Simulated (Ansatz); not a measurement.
Rutile GeO2, treated with r²SCAN+rVV10 (Ansatz, a quantum-chemistry and plane-wave program, plane waves, PAW).

Numerical settings: plane-wave cutoff 560 eV, 8×8×12 k mesh (along the axes of the cell as run), Fermi–Dirac smearing 0.01 eV, scalar-relativistic PAW data made under PBE.

Shape and atoms are relaxed at each volume.

Pressure at four volumes; x = ln(V/9.245 Å³). One pressure is withheld.

```tsv
V (Å³/atom)	x	P (GPa)
8.876	-0.0407	11.54
9.245	0.0000	0.00
9.430	0.0198	-4.72
9.615	0.0392	?
```

Problem. Pass a parabola P(x) through the three rows shown, estimate the bulk modulus and its pressure derivative near zero pressure, and predict the withheld pressure.

Solution. Slopes between the rows: (0.00 − (11.54))/(0.0000 − (-0.0407)) = -283.54 and (-4.72 − (0.00))/(0.0198 − (0.0000)) = -238.38 GPa. Their difference over the span 0.0605 is c = 45.16/0.0605 = 746.4 GPa, so P(x) = 11.54 + (-283.54)(x − (-0.0407)) + 746.4 (x − (-0.0407))(x − (0.0000)). At the middle row B = −dP/dx = −[-283.54 + 746.4 × 0.0407] = 253.2 GPa, and B′ = dB/dP = 2c/B = 5.9. At x = 0.0392 the parabola gives -8.78 GPa; the run gives -8.80 GPa. The Birch–Murnaghan fit to the energies at all volumes has B0 = 252 GPa and B′ = 5.8.

Measured, for comparison: bulk modulus 251 GPa (room temperature, not corrected to a static lattice, from measured elastic constants; as tabulated in Sevik and Bulutay (2007), arXiv:cond-mat/0610176). Computed (rounded) less measured: bulk modulus +0.4 %.

Note: the bulk modulus comes from volumes at which shape and atoms were relaxed.
